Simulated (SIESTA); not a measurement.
Crystal: HfO2.

```
Hf O
1.0
     5.11800    0.00000    0.00000
     0.00000    5.18570    0.00000
    -0.85866    0.00000    5.21387
Hf O
4 8
Cartesian
  0.8021 2.3870 3.6914
  3.0279 4.9798 4.1294
  3.4573 2.7987 1.5224
  1.2314 0.2059 1.0845
  -0.3473 0.8733 4.4146
  4.1773 3.4661 3.4062
  4.6066 4.3124 0.7993
  0.0821 1.7196 1.8076
  1.4549 3.8473 5.1101
  2.3751 1.2544 2.7107
  2.8045 1.3384 0.1038
  1.8842 3.9313 2.5032
```

Base run:

- Program: SIESTA 5.4.2
- Functional: PBE
- Potentials or basis: PseudoDojo 0.4 stringent (PBE files)
- Basis: DZP (energy shift 0.003 Ry; two zetas on semicore shells)
- Grid cutoff: 800 Ry
- Energy shift: 0.003 Ry
- k mesh: 5 × 5 × 5
- Occupations: fermi-dirac, width 0.05 eV
- Spin: no spin polarisation

Its results: band gap on the k mesh 4.03 eV, indirect (least direct gap 4.10 eV); pressure 7.3 GPa; largest force 0.524 eV/Å.

Problem. The run is repeated on the same cell with these changes: potentials or basis from PseudoDojo 0.4 stringent (PBE files) to SG15 1.2 (PBE files) or PseudoDojo by element. What comes out?

Solution. Band gap on the k mesh 3.90 eV, indirect (least direct gap 3.97 eV); pressure 5.5 GPa; largest force 0.505 eV/Å.

Caveats: spin-orbit coupling is left out, which moves the levels of the heavy elements; an odd mesh through Γ misses points on the zone boundary, where band edges often lie; the basis of atomic orbitals isn't converged, which shifts pressures, moduli and gaps.
